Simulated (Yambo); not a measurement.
# PbSe (Clausthalite) (Fm-3m) in Yambo: notebook

Runs on PbSe (Clausthalite). Level: PBE. Tasks: G0W0 quasiparticle levels, optical spectrum, optical spectrum by the Bethe-Salpeter equation, Hartree-Fock levels.

Program: Yambo 5.3.0. These are calculated values, not measurements. Logs are shortened: lines on timing, memory, paths and dates and some standing lists are left out, and cuts for length are marked.

## 1. The crystal as given

It takes space group Fm-3m (No. 225, cubic). The conventional cell has a = 6.121 Å, b = 6.121 Å, c = 6.121 Å, α = 90.00°, β = 90.00°, γ = 90.00°. Pb (site symmetry m-3m) has 6 Se at 3.06 Å as nearest neighbours. Se (site symmetry m-3m) has 6 Pb at 3.06 Å as nearest neighbours.

## 2. G0W0 quasiparticle levels, PBE

g0w00.in

```
gw0
dyson
el_el_corr
rim_cut
HF_and_locXC
ppa
em1d
RandQpts= 1000000
RandGvec= 50 RL
EXXRLvcs= 60 Ry
VXCRLvcs= 60 Ry
Chimod= "HARTREE"
% BndsRnXp
 1 | 65 |
%
NGsBlkXp= 3 Ry
% LongDrXp
 1 | 1 | 1 |
%
PPAPntXp= 27.21138 eV
% GbndRnge
 1 | 65 |
%
GTermKind= "none"
DysSolver= "n"
ExtendOut
% QPkrange
 1 | 8 | 13 | 19 |
%
```

scf.in

```
&CONTROL
  calculation = 'scf'
  prefix = 'pwscf'
  outdir = './tmp'
  pseudo_dir = './pseudo'
/
&SYSTEM
  ibrav = 0
  nat = 2
  ntyp = 2
  ecutwfc = 60
  ecutrho = 241
  nbnd = 22
  occupations = 'smearing'
  smearing = 'fd'
  degauss = 0.00367493
  force_symmorphic = .true.
/
&ELECTRONS
  conv_thr = 4d-10
  electron_maxstep = 120
  mixing_beta = 0.5
/
ATOMIC_SPECIES
Pb   207.2000 Pb.upf
Se    78.9710 Se.upf
CELL_PARAMETERS angstrom
   0.0000000000    3.0606500000    3.0606500000
   3.0606500000    0.0000000000    3.0606500000
   3.0606500000    3.0606500000    0.0000000000
ATOMIC_POSITIONS angstrom
Pb     0.0000000000    0.0000000000    0.0000000000
Se     3.0606500000    3.0606500000    3.0606500000
K_POINTS automatic
8 8 8 0 0 0
```

nscf.in

```
&CONTROL
  calculation = 'nscf'
  prefix = 'pwscf'
  outdir = './tmp'
  pseudo_dir = './pseudo'
/
&SYSTEM
  ibrav = 0
  nat = 2
  ntyp = 2
  ecutwfc = 60
  ecutrho = 241
  nbnd = 65
  occupations = 'fixed'
  force_symmorphic = .true.
/
&ELECTRONS
  conv_thr = 1d-08
  diago_full_acc = .true.
  diago_thr_init = 1d-06
/
ATOMIC_SPECIES
Pb   207.2000 Pb.upf
Se    78.9710 Se.upf
CELL_PARAMETERS angstrom
   0.0000000000    3.0606500000    3.0606500000
   3.0606500000    0.0000000000    3.0606500000
   3.0606500000    3.0606500000    0.0000000000
ATOMIC_POSITIONS angstrom
Pb     0.0000000000    0.0000000000    0.0000000000
Se     3.0606500000    3.0606500000    3.0606500000
K_POINTS automatic
4 4 4 0 0 0
```

Potentials or basis: Ansatz NC SR PBE.

Run with:

```console
> OMP_NUM_THREADS=1 pw.x -in scf.in > scf.out
> OMP_NUM_THREADS=1 pw.x -in nscf.in > nscf.out
> cd tmp/pwscf.save; p2y; mv SAVE ../..; cd ../..
> OMP_NUM_THREADS=1 yambo
> OMP_NUM_THREADS=1 yambo -F g0w00.in -J g0w00 -C g0w00_out
```

Yambo's report:

```text
[... sections 02.01 to 02.04 as in the set-up run ...]

  [02.05] Energies & Occupations
  ==============================

  [X] === General ===
  [X] Electronic Temperature                        :  0.000000  0.000000 [eV K]
  [X] Bosonic    Temperature                        :  0.000000  0.000000 [eV K]
  [X] Finite Temperature mode                       : no
  [X] El. density                                   :  0.52318E+24 [cm-3]
  [X] Fermi Level                                   :  9.494892 [eV]

  [X] === Gaps and Widths ===
  [X] Conduction Band Min                           :  0.293636 [eV]
  [X] Valence Band Max                              :  0.000000 [eV]
  [X] Filled Bands                                  :  15
  [X] Empty Bands                                   :   16   65
  [X] Direct Gap                                    :  0.293636 [eV]
  [X] Direct Gap localized at k                     :  3
  [X] Indirect Gap                                  :  0.293636 [eV]
  [X] Indirect Gap between kpts                     :  3  3
  [X] Last valence band width                       :  3.235625 [eV]
  [X] 1st conduction band width                     :  4.424869 [eV]

 [03] Transferred momenta grid and indexing
 ==========================================

 IBZ Q-points                                      :   8
 BZ  Q-points                                      :   64

 K/Q-points units:
 rlu = crystal or reduced units; cc = cartesian coordinates; iku = interal k-units

 Q [1]          [rlu]:  0.000000  0.000000  0.000000
 Q [2]          [rlu]: -0.51579E-17 -0.51579E-17  0.25000
 Q [3]          [rlu]:  0.10316E-16  0.10316E-16 -0.50000
 Q [4]          [rlu]:  0.93036E-17  0.25000      0.25000
 Q [5]          [rlu]:  0.22598E-16  0.25000      0.50000
 Q [6]          [rlu]:  0.10316E-16  0.25000     -0.25000
 Q [7]          [rlu]: -0.18607E-16 -0.50000     -0.50000
 Q [8]          [rlu]:  0.250000 -0.500000 -0.250000

 [04] Coloumb potential Random Integration (RIM)
 ===============================================

  [04.01] RIM initialization
  ==========================

  * Diagonal components only detected *

  8 x (sBL volume)        :  0.080128 [a.u.]
  sBZ random points       :  1000000
  Points outside the sBZ  :   7987327
  RL volume               :  0.641021 [a.u.]
  Integrated volume       :  0.642038 [a.u.]

  [04.02] RIM integrals
  =====================

  Gamma point sphere radius             :  0.078201 [a.u.]
  Points outside the sphere             :   799513
  [Int_sBZ(q=0) 1/q^2]*(Vol_sBZ)^(-1/3) =:  7.764325
                                 should be <:  7.795600
  [WR./g0w00//ndb.RIM]------------------------------------------------------------
   Brillouin Zone Q/K grids (IBZ/BZ)                :    8   64    8   64
   Coulomb cutoff potential                         : none
   Coulombian RL components                         :   51
   Coulombian diagonal components                   : yes
   RIM random points                                :  1000000
   RIM  RL volume             [a.u.]                :  0.642038
   Real RL volume             [a.u.]                :  0.641021
   Eps^-1 reference component                       : 0
   Eps^-1 components                                :  0.000000  0.000000  0.000000
   RIM anysotropy factor                            :  0.000000

  Summary of Coulomb integrals for non-metallic bands |Q|[au] RIM/Bare

  Q [1] 0.100000E-4 0.995988 * Q [2] 0.235200 1.066323
  Q [4] 0.271586 1.065367 * Q [6] 0.384081 1.027419
  Q [5] 0.450374 1.020609 * Q [3] 0.470401 1.018019
  Q [7] 0.543172 1.014680 * Q [8] 0.607285 1.011727

 [05] Dipoles
 ============

  [05.01] Setup: observables and procedures
  =========================================

  [WF-Oscillators/G space/Transverse up loader] Normalization (few states)  min/max  :  0.31097E-17   1.0000

  [WR./g0w00//ndb.dipoles]--------------------------------------------------------
[... 183 lines left out ...]

 [08] Dyson equation: Newton solver
 ==================================

  [08.01] G0W0 (W PPA)
  ====================

  [  GW  ] Bands range     :    1   65
  [GW/PPA] G damping       :  0.100000 [eV]

  QP @ state[ 1 ] K range:   1   8
  QP @ state[ 1 ] b range:  13  19

   Current Q-pt index             :  1
   :: PP condition fails/total    :  0.435217
   :: Time ordering fails/rest    :  0.479238
   :: Mean rel dev of PP cond     :  0.435052
   Current Q-pt index             :  2
   :: PP condition fails/total    :  0.445213
   :: Time ordering fails/rest    :  0.494802
   :: Mean rel dev of PP cond     :  0.445075
   Current Q-pt index             :  3
   :: PP condition fails/total    :  0.433679
   :: Time ordering fails/rest    :  0.484046
   :: Mean rel dev of PP cond     :  0.433568
   Current Q-pt index             :   4
[... 5 lines left out ...]
   :: Time ordering fails/rest    :  0.461175
   :: Mean rel dev of PP cond     :  0.430373
   Current Q-pt index             :   6
   :: PP condition fails/total    :  0.460592
   :: Time ordering fails/rest    :  0.464006
   :: Mean rel dev of PP cond     :  0.460331
   Current Q-pt index             :   7
   :: PP condition fails/total    :  0.389081
   :: Time ordering fails/rest    :  0.490245
   :: Mean rel dev of PP cond     :  0.388831
   Current Q-pt index             :   8
   :: PP condition fails/total    :  0.418301
   :: Time ordering fails/rest    :  0.504957
   :: Mean rel dev of PP cond     :  0.418066

  [08.02] QP properties and I/O
  =============================

  Legend (energies in eV)
  - B  : Band       - Eo  : bare energy
  - E  : QP energy  - Z   : Renormalization factor
  - So : Sc(Eo)     - S   : Sc(E)
  - dSp: Sc derivative precision

  - lXC: Local XC (Perdew, Burke & Ernzerhof(X)+Perdew, Burke & Ernzerhof(C))
  -nlXC: non-Local XC (Hartree-Fock)

  QP [eV] @ K [1] (iku):  0.000000  0.000000  0.000000
   B=13 Eo= -1.88 E= -2.61 E-Eo= -0.73 Re(Z)=0.78 Im(Z)=-0.154015E-2 nlXC= -16.3168 lXC= -12.8232 So=  2.56561
   B=14 Eo= -1.88 E= -2.61 E-Eo= -0.73 Re(Z)=0.78 Im(Z)=-0.154046E-2 nlXC= -16.3168 lXC= -12.8232 So=  2.56610
   B=15 Eo= -1.88 E= -2.61 E-Eo= -0.73 Re(Z)=0.78 Im(Z)=-0.154029E-2 nlXC= -16.3168 lXC= -12.8232 So=  2.56526
   B=16 Eo=  4.72 E=  5.33 E-Eo=  0.61 Re(Z)=0.79 Im(Z)=-0.108081E-2 nlXC= -6.37475 lXC= -11.2788 So= -4.12922
   B=17 Eo=  4.72 E=  5.33 E-Eo=  0.61 Re(Z)=0.79 Im(Z)=-0.108779E-2 nlXC= -6.37476 lXC= -11.2788 So= -4.12933
   B=18 Eo=  4.72 E=  5.33 E-Eo=  0.61 Re(Z)=0.79 Im(Z)=-0.107435E-2 nlXC= -6.37475 lXC= -11.2788 So= -4.12927
   B=19 Eo=  6.54 E=  6.77 E-Eo=  0.23 Re(Z)=0.80 Im(Z)=-0.441282E-2 nlXC= -4.11011 lXC= -8.84612 So= -4.45345
[... 37 lines left out ...]
  QP [eV] @ K [6] (iku):  0.000000 -0.250000  0.250000
   B=13 Eo= -3.51 E= -4.20 E-Eo= -0.69 Re(Z)=0.78 Im(Z)=-0.180293E-2 nlXC= -15.1138 lXC= -11.3736 So=  2.85651
   B=14 Eo= -1.62 E= -2.32 E-Eo= -0.71 Re(Z)=0.79 Im(Z)=-0.150014E-2 nlXC= -16.1753 lXC= -12.9142 So=  2.36655
   B=15 Eo= -0.77 E= -1.10 E-Eo= -0.33 Re(Z)=0.80 Im(Z)=-0.140360E-2 nlXC= -14.3544 lXC= -12.5604 So=  1.38356
   B=16 Eo=  1.39 E=  1.50 E-Eo=  0.11 Re(Z)=0.81 Im(Z)=-0.136372E-2 nlXC= -8.24559 lXC= -11.2461 So= -2.86558
   B=17 Eo=  2.19 E=  2.70 E-Eo=  0.51 Re(Z)=0.81 Im(Z)=-0.136694E-2 nlXC= -7.04783 lXC= -10.8322 So= -3.15855
   B=18 Eo=  4.45 E=  4.51 E-Eo=  0.07 Re(Z)=0.79 Im(Z)=-0.148332E-2 nlXC= -7.36199 lXC= -11.3074 So= -3.86316
   B=19 Eo=  8.05 E=  8.52 E-Eo=  0.47 Re(Z)=0.79 Im(Z)=-0.020455 nlXC=-4.053110 lXC=-9.478002 So=-4.826580

  QP [eV] @ K [7] (iku): -0.500000  0.000000  0.000000
   B=13 Eo= -4.98 E= -5.72 E-Eo= -0.73 Re(Z)=0.76 Im(Z)= 0.297615E-2 nlXC= -14.8251 lXC= -10.5121 So=  3.35134
   B=14 Eo= -3.24 E= -3.94 E-Eo= -0.71 Re(Z)=0.78 Im(Z)=-0.174731E-2 nlXC= -15.4461 lXC= -11.7045 So=  2.83325
   B=15 Eo= -3.24 E= -3.94 E-Eo= -0.71 Re(Z)=0.78 Im(Z)=-0.174673E-2 nlXC= -15.4461 lXC= -11.7045 So=  2.83318
   B=16 Eo=  3.71 E=  3.73 E-Eo=  0.02 Re(Z)=0.81 Im(Z)=-0.136889E-2 nlXC= -4.01625 lXC= -8.02511 So= -3.98169
   B=17 Eo=  5.61 E=  6.03 E-Eo=  0.42 Re(Z)=0.78 Im(Z)=-0.788573E-2 nlXC= -7.73904 lXC= -12.4509 So= -4.17457
   B=18 Eo=  5.61 E=  6.03 E-Eo=  0.42 Re(Z)=0.78 Im(Z)=-0.788605E-2 nlXC= -7.73904 lXC= -12.4509 So= -4.17463
   B=19 Eo=  6.04 E=  6.11 E-Eo=  0.07 Re(Z)=0.78 Im(Z)= 0.270995E-2 nlXC= -8.85465 lXC= -13.1462 So= -4.19951

  QP [eV] @ K [8] (iku): -0.500000  0.250000  0.000000
   B=13 Eo= -4.23 E= -4.94 E-Eo= -0.71 Re(Z)=0.77 Im(Z)=-0.151165E-2 nlXC= -14.9380 lXC= -10.9316 So=  3.08872
   B=14 Eo= -4.23 E= -4.94 E-Eo= -0.71 Re(Z)=0.77 Im(Z)=-0.153096E-2 nlXC= -14.9380 lXC= -10.9316 So=  3.08872
   B=15 Eo= -0.80 E= -1.37 E-Eo= -0.58 Re(Z)=0.79 Im(Z)=-0.143647E-2 nlXC= -16.2413 lXC= -13.5298 So=  1.98651
   B=16 Eo=  1.90 E=  2.36 E-Eo=  0.46 Re(Z)=0.81 Im(Z)=-0.136111E-2 nlXC= -6.74763 lXC= -10.5924 So= -3.28100
   B=17 Eo=  4.95 E=  4.96 E-Eo=  0.01 Re(Z)=0.79 Im(Z)=-0.108836E-2 nlXC= -7.38007 lXC= -11.3857 So= -3.99171
   B=18 Eo=  4.95 E=  4.96 E-Eo=  0.01 Re(Z)=0.79 Im(Z)=-0.107078E-2 nlXC= -7.38006 lXC= -11.3857 So= -3.99177
   B=19 Eo=  7.74 E=  8.19 E-Eo=  0.45 Re(Z)=0.79 Im(Z)=-0.236783E-2 nlXC= -4.81889 lXC= -10.1262 So= -4.74227

  [WR./g0w00//ndb.QP]-------------------------------------------------------------
   Lattice constants                                :  5.783790  5.783790  5.783790
   Coulomb cutoff potential                         : none
   Electronic Temperature                           :  0.000000 [K]
   Bosonic    Temperature                           :  0.000000 [K]
   Green`s function   energies                      : Perdew, Burke & Ernzerhof(X)+Perdew, Burke & Ernzerhof(C)
   wavefunctions                                    : Perdew, Burke & Ernzerhof(X)+Perdew, Burke & Ernzerhof(C)
   PPA    diel. fun.  energies                      : Perdew, Burke & Ernzerhof(X)+Perdew, Burke & Ernzerhof(C)
   wavefunctions                                    : Perdew, Burke & Ernzerhof(X)+Perdew, Burke & Ernzerhof(C)
   QP tot states                                    :   56
   GW solver                                        : Newton
   GW approximation                                 : PPA
   PPA imaginary Energy                             :  27.21138 ev
   RIM G`s                                          :   51
   RIM random pts                                   :  1000000
   dS/dw steps                                      :  2
   dS/dw step                                       :  0.100000 ev
   X G`s                                            :   51 used
   X G`s                                            :   51 disk
   X bands                                          :    1   65
   X poles                                          :  100.0000 o/o
   X e/h E range                                    : -1.000000 -1.000000 ev
   X Hxc Kernel                                     : HARTREE
   X BZ energy Double Grid                          : no
   X Optical Averaged directions                    : none
   Sc/G bands                                       :    1   65
   Sc/G damping                                     :  0.100000 ev
   Sc bands terminator                              : no
   Sx RL components                                 :  3119

   QP @ state[ 1 ] K range                          :   1   8
   QP @ state[ 1 ] b range                          :  13  19
   GF energies kind                                 : Perdew, Burke & Ernzerhof(X)+Perdew, Burke & Ernzerhof(C)
   GF WF`s kind                                     : Perdew, Burke & Ernzerhof(X)+Perdew, Burke & Ernzerhof(C)
   Xs energies kind                                 : Perdew, Burke & Ernzerhof(X)+Perdew, Burke & Ernzerhof(C)
   Xs WF`s kind                                     : Perdew, Burke & Ernzerhof(X)+Perdew, Burke & Ernzerhof(C)
```

It took 4 min on 1 thread of Arm Neoverse V1, shared host; peak memory 0.31 GiB.

What came out:

* Band gap on the k mesh, mean-field level: 0.29 eV, direct
* Quasiparticle gap: 0.67 eV
* Least direct quasiparticle gap: 0.67 eV
* Quasiparticle gap at Γ: 7.94 eV
* Band gap of the same states before the correction: 0.29 eV

Quasiparticle terms (eV):
| k point | band | Kohn-Sham level | Vxc | Σx | Σc | Z | result |
| --- | --- | --- | --- | --- | --- | --- | --- |
| (0.000, 0.000, 0.000) | 13 | -1.88 | -12.82 | -16.32 | 2.57 | 0.78 | -2.61 |
| (0.000, 0.000, 0.000) | 14 | -1.88 | -12.82 | -16.32 | 2.57 | 0.78 | -2.61 |
| (0.000, 0.000, 0.000) | 15 | -1.88 | -12.82 | -16.32 | 2.57 | 0.78 | -2.61 |
| (0.000, 0.000, 0.000) | 16 | 4.72 | -11.28 | -6.37 | -4.13 | 0.79 | 5.33 |
| (0.000, 0.000, 0.000) | 17 | 4.72 | -11.28 | -6.37 | -4.13 | 0.79 | 5.33 |
| (0.000, 0.000, 0.000) | 18 | 4.72 | -11.28 | -6.37 | -4.13 | 0.79 | 5.33 |
| (0.000, 0.000, 0.000) | 19 | 6.54 | -8.85 | -4.11 | -4.45 | 0.80 | 6.77 |
| (0.000, 0.000, 0.250) | 13 | -1.72 | -12.92 | -16.28 | 2.45 | 0.79 | -2.44 |
| (0.000, 0.000, 0.250) | 14 | -1.72 | -12.92 | -16.28 | 2.45 | 0.79 | -2.44 |
| (0.000, 0.000, 0.250) | 15 | -1.05 | -12.94 | -15.06 | 1.57 | 0.80 | -1.49 |
| (0.000, 0.000, 0.250) | 16 | 2.17 | -10.69 | -7.26 | -3.19 | 0.81 | 2.36 |
| (0.000, 0.000, 0.250) | 17 | 2.93 | -10.68 | -6.59 | -3.47 | 0.81 | 3.43 |
| (0.000, 0.000, 0.250) | 18 | 2.93 | -10.68 | -6.59 | -3.47 | 0.81 | 3.43 |
| (0.000, 0.000, 0.250) | 19 | 6.54 | -8.41 | -3.75 | -4.58 | 0.80 | 6.60 |
| (0.000, 0.000, -0.500) | 13 | -1.48 | -13.20 | -16.57 | 2.44 | 0.79 | -2.21 |
| (0.000, 0.000, -0.500) | 14 | -1.48 | -13.20 | -16.57 | 2.44 | 0.79 | -2.21 |
| (0.000, 0.000, -0.500) | 15 | 0.00 | -13.49 | -15.24 | 1.37 | 0.80 | -0.30 |
| (0.000, 0.000, -0.500) | 16 | 0.29 | -9.93 | -6.80 | -3.04 | 0.81 | 0.37 |
| (0.000, 0.000, -0.500) | 17 | 1.71 | -10.23 | -6.46 | -3.18 | 0.81 | 2.19 |
| (0.000, 0.000, -0.500) | 18 | 1.71 | -10.23 | -6.46 | -3.18 | 0.81 | 2.19 |

Caveat: the k mesh is coarse (spacing up to 0.44 Å⁻¹), so the values aren't converged; the potentials hold a filled d shell without the s and p states of that shell, which can shift GW gaps by tenths of an eV, either way; the screening block or the number of bands is too small for a converged GW gap; this version prints the column dSc/dw multiplied by 27.2; spin-orbit coupling is left out, which as a rule narrows the gap of such compounds by several tenths of an eV. A k mesh can miss the band edges.

[end of part 1 of 3]
